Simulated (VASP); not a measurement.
Crystal: Ca.

```
Ca
1.0
    -2.24000    2.24000    2.24000
     2.24000   -2.24000    2.24000
     2.24000    2.24000   -2.24000
Ca
1
Direct
  0.00000 0.00000 0.00000
```

This isn't the form of Ca at room conditions, which is fcc.

```yaml
Program: VASP 6.6.1
Task: relaxation of cell and atoms
Functional: PBE
Potentials_or_basis: VASP PAW PBE potentials, release 64 (Ca_sv)
Cutoff: 600 eV
k_mesh: 14 × 14 × 14
Occupations: gaussian, width 0.1 eV
Spin: no spin polarisation
```

At the start: pressure -0.9 GPa; volume 44.96 Å³/atom.

Task: How do energy, volume and symmetry change on relaxing?

Result: Over 4 steps the energy falls by 8.4 meV/atom and the volume is 42.22 Å³/atom (-6.1 %); space group Im-3m (No. 229, to 0.05 Å).

The path:
| step | energy change (eV) | largest force (eV/Å) | pressure (GPa) | volume (Å³) |
| --- | --- | --- | --- | --- |
| 1 | 0.0000 | 0.0000 | -0.94 | 44.96 |
| 2 | -0.0071 | 0.0000 | -0.39 | 43.25 |
| 3 | -0.0084 | 0.0000 | -0.02 | 42.28 |
| 4 | -0.0084 | 0.0000 | 0.00 | 42.22 |

Final structure:
```xyz
1
Lattice="-2.1936 2.1936 2.1936 2.1936 -2.1936 2.1936 2.1936 2.1936 -2.1936" Properties=species:S:1:pos:R:3 pbc="T T T"
Ca    2.1936    2.1936    2.1936
```
